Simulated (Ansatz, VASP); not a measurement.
# Two plane-wave programs on LiH

The input INCAR:

```
PREC = Accurate ; ENCUT = 520
EDIFF = 1E-7 ; ISMEAR = -1
SIGMA = 0.05 ; LREAL = False
LASPH = True ; NELM = 60
ALGO = Normal ; ISIF = 2
LWAVE = False ; LCHARG = False
NBANDS = 9
```

The input KPOINTS:

```
Automatic mesh
0
Gamma
  9 9 9
```

File POSCAR:

```
LiH
1.0
    0.0000000000      2.0502388037      2.0502388037
    2.0502388037      0.0000000000      2.0502388037
    2.0502388037      2.0502388037      0.0000000000
Li H
1 1
Direct
    0.0000000000      0.0000000000      0.0000000000
    0.5000000000      0.5000000000      0.5000000000
```

Contents of input.yaml:

```yaml
crystal:
  lattice:
    - [0.0, 2.0502388037, 2.0502388037]
    - [2.0502388037, 0.0, 2.0502388037]
    - [2.0502388037, 2.0502388037, 0.0]
  atoms:
    - { symbol: Li, position: [0.0, 0.0, 0.0] }
    - { symbol: H, position: [0.5, 0.5, 0.5] }
hamiltonian:
  xc: lda
  pseudopotentials: { kind: paw }
kpoints:
  mp_grid: { grid: [9, 9, 9] }
scf:
  occupations: { method: fermi_dirac, width: 0.05 }
output:
  forces: true
  stress: true
  eigenvalues: true
```

Alike in both runs: task single point; functional LDA; k mesh 9 × 9 × 9; occupations fermi-dirac, width 0.05 eV; no spin polarisation.

```csv
,VASP,Ansatz
version,VASP 6.6.1,Ansatz 0.2.0
potentials or method,"VASP PAW LDA potentials, release 64 (Li_sv, H)",Ansatz PAW
plane-wave cutoff (eV),520,420
valence electrons in the cell,4,4
```

```tsv
	VASP	Ansatz	Ansatz less VASP
gap on the k mesh at the Fermi level (eV)	2.95	2.95	+0.007
least direct gap on the mesh (eV)	2.95	2.95	+0.007
```

Caveats: an odd mesh through Γ misses points on the zone boundary, where band edges often lie (VASP); odd divisions of the mesh miss points on the zone boundary, where band edges often lie, so the gap on the mesh can be too wide (Ansatz).
